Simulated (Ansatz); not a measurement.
The system is Y.

```
Y
1.0
     3.64254    0.00000    0.00000
    -1.82127    3.15454    0.00000
     0.00000    0.00000   11.84413
Y
4
Direct
  0.66667 0.33333 0.75000
  0.00000 0.00000 0.50000
  0.33333 0.66667 0.25000
  0.00000 0.00000 0.00000
```

| Property | Result |
| --- | --- |
| Program | Ansatz 0.2.0 |
| Task | relaxation of cell and atoms |
| Functional | PBEsol |
| Potentials or basis | Ansatz PAW |
| Cutoff | 420 eV (not typed: the program's choice for these potentials) |
| k mesh | 8 × 8 × 3 |
| Occupations | fermi-dirac, width 0.05 eV |
| Spin | no spin polarisation |

At the start: volume 34.02 Å³/atom.

How do energy, volume and symmetry change on relaxing?

It ends after 3 steps and the volume is 30.83 Å³/atom (-9.4 %); space group P6_3/mmc (No. 194, to 0.05 Å).

The path:
```tsv
step	energy change (eV)	largest force (eV/Å)	volume (Å³)
1	0.0000	0.0000	136.10
2	-0.1500	0.0000	123.34
3	-0.1497	0.0000	123.34
```

Final structure:
```yaml
crystal:
  lattice:
    - [3.53424, 0.00000, 0.00000]
    - [-1.76712, 3.06074, 0.00000]
    - [0.00000, 0.00000, 11.40171]
  atoms:
    - { symbol: Y, position: [0.66667, 0.33333, 0.75000] }
    - { symbol: Y, position: [0.00000, 0.00000, 0.50000] }
    - { symbol: Y, position: [0.33333, 0.66667, 0.25000] }
    - { symbol: Y, position: [0.00000, 0.00000, 0.00000] }
```

Caveat: the plane-wave basis is chosen anew once the cell has moved, so the energies of steps on either side of that aren't comparable; the PAW data sets come from PBE, with cores solved anew for the run's functional, which leaves a small shift of forces and pressure.
